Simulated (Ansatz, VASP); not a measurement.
## Two plane-wave programs on InAs

```
In As
1.0
     0.00000    3.04373    3.04373
     3.04373    0.00000    3.04373
     3.04373    3.04373    0.00000
In As
1 1
Direct
  0.00000 0.00000 0.00000
  0.75000 0.75000 0.75000
```

Alike in both runs: functional PBEsol; k mesh 12 × 12 × 12; occupations fermi-dirac, width 0.15 eV; no spin polarisation.

Ansatz relaxed the structure, and its values are those at the end. VASP's run is a single point on that final structure, the one shown.

|  | VASP | Ansatz |
| --- | --- | --- |
| version | VASP 6.6.1 | Ansatz 0.2.0 |
| potentials or method | VASP PAW PBE potentials, release 64 (In_d, As) | scalar-relativistic, plane waves, PAW |
| plane-wave cutoff (eV) | 520 | 420 |
| valence electrons in the cell | 18 | 28 |

VASP gave:

| Property | Result |
| --- | --- |
| gap on the k mesh at the Fermi level (eV) | none |
| pressure (GPa) | 0.1 |

**Question.** What did Ansatz give for the same quantities?

**Answer.** gap on the k mesh at the Fermi level (eV): none; pressure (GPa): 0.0.

A gap of «none» marks a metal or a gap that the smearing closes. With one functional, cell and mesh, what is left measures potentials, basis and numerics. The two sets of potentials don't hold the same shells in valence.

Caveats: the PAW data sets were made with another functional, which shifts forces and pressure a little (VASP).
